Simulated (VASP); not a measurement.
**Mg: single point with PBE**

Mg:

```
Mg
1.0
     0.00000    2.28883    2.28883
     2.28883    0.00000    2.28883
     2.28883    2.28883    0.00000
Mg
1
Direct
  0.00000 0.00000 0.00000
```

The cell isn't the ideal one: strained and moved within the space group.

```yaml
Program: VASP 6.6.1
Task: single point
Functional: PBE
Potentials_or_basis: VASP PAW PBE potentials, release 64 (Mg)
Cutoff: 520 eV
k_mesh: 16 × 16 × 16
Occupations: gaussian, width 0.1 eV
Spin: no spin polarisation
Dipole_correction: no
Further_INCAR_settings: ALGO = Normal; EDIFF = 1e-06; NBANDS = 7
```

The pressure is -1.3 GPa and the band gap on the k mesh is none (metal or under the smearing width).

Levels at points of the mesh, in eV from the Fermi level:
| k point | band 1 | band 2 | band 3 | band 4 |
| --- | --- | --- | --- | --- |
| (0.00, 0.00, 0.00) | -6.73 | 12.10 | 12.10 | 12.10 |
| (0.50, 0.00, 0.00) | -1.62 | -1.28 | 11.04 | 11.04 |
| (0.50, 0.50, 0.00) | -0.19 | 0.78 | 6.02 | 6.73 |

Run time: 9.3 s on 1 thread of Intel(R) Xeon(R) 6975P-C (Granite Rapids), on a shared host, peak memory 0.15 GiB.
